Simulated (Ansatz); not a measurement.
# GdN (NiAs type): other levels of theory at one geometry

An exercise on one series of results from a longer session: the logs are not shown, and one member is left open.

Computed with Ansatz 0.2.0 (DFT at several levels, plane waves, PAW, unless a step's input says otherwise).

4 further runs of the same task are left out: 3 that didn't finish, 1 set aside as unsound or not needed. Runs told in other sessions of the task aren't counted.

## The system as given

Symmetry: P6_3/mmc, No. 194, hexagonal system. Conventional cell: a = 3.463 Å, b = 3.463 Å, c = 6.078 Å, α = 90.00°, β = 90.00°, γ = 120.00°. Gd (site symmetry -3m) is surrounded by 6 N at 2.51 Å. N (site symmetry -6m2) is surrounded by 6 Gd at 2.51 Å.

Structure file:

```cif
data_structure
_symmetry_space_group_name_H-M 'P6_3/mmc'
_symmetry_Int_Tables_number 194
_cell_length_a 3.4630
_cell_length_b 3.4630
_cell_length_c 6.0778
_cell_angle_alpha 90.000
_cell_angle_beta 90.000
_cell_angle_gamma 120.000
_cell_volume 63.12
loop_
_atom_site_label
_atom_site_type_symbol
_atom_site_symmetry_multiplicity
_atom_site_Wyckoff_symbol
_atom_site_fract_x
_atom_site_fract_y
_atom_site_fract_z
_atom_site_occupancy
Gd1 Gd 2 a 0.00000 0.00000 0.00000 1
N1 N 2 c 0.33333 0.66667 0.25000 1
```

An earlier run at PBE left this cell at 15.781 Å³/atom and 0.01 GPa (10×10×8 mesh), metallic, spin moments in the atoms' spheres Gd 6.85; N -0.05 μB.

Levels to run: r²SCAN; PBEsol; LDA. Hardware: 2 threads of Arm Neoverse V2, shared host.

Set-up of the first run:

File input.yaml:

```yaml
crystal:
  lattice:
    - [3.4630006, 0.0, 0.0]
    - [-1.7315003, 2.9990464929, 0.0]
    - [0.0, 0.0, 6.0778120879]
  atoms:
    - { symbol: Gd, position: [0.0, 0.0, 0.0], spin: 7.0 }
    - { symbol: Gd, position: [0.0, 0.0, 0.5], spin: 7.0 }
    - { symbol: "N", position: [0.3333333333, 0.6666666667, 0.25] }
    - { symbol: "N", position: [0.6666666667, 0.3333333333, 0.75] }
basis:
  ecutwfc: 500
  ecutrho_ratio: 4
kpoints:
  mp_grid: { grid: [10, 10, 8] }
hamiltonian:
  xc: r2scan
scf:
  occupations: { method: gaussian, width: 0.05 }
output:
  forces: true
  stress: true
  eigenvalues: true
  populations: true
  hubbard: { sites: [{ species: Gd, l: f }] }
  write_density: true
  write_potential: true
  elf: true
  volumetric_format: npy
magnetization:
  spin_polarized: true
```

The run is started by

```console
> ansatz run input.yaml --threads 2 --pin off --max-ram 2662MiB --backend cpu --events-out ev --progress --plain --runs-dir out
```

Among the steps run: r²SCAN; PBEsol; LDA.

One of the session's tables, all rows but one given; the rest of the session is left out.

| level | pressure (GPa) | largest spin moment (μB) |
| --- | --- | --- |
| PBE | 0.0 | 6.85 |
| LDA | -9.1 | 6.84 |
| PBEsol | -5.3 | 6.85 |
| r²SCAN | ? | ? |

Estimate the missing values for r²SCAN.

**Answer.** pressure (GPa): -1.3; largest spin moment (μB): 6.93. In the column «pressure (GPa)» it lies between PBEsol (-5.3) and PBE (0.0).

The pressure runs from -9.1 GPa (LDA) to 0.0 GPa (PBE); a negative pressure means that level wants a smaller cell, a positive one a larger cell. Total energies of different levels have different zeros and can't be compared.

Caveats from the session: Warnings in the runs' records: stability check not made.
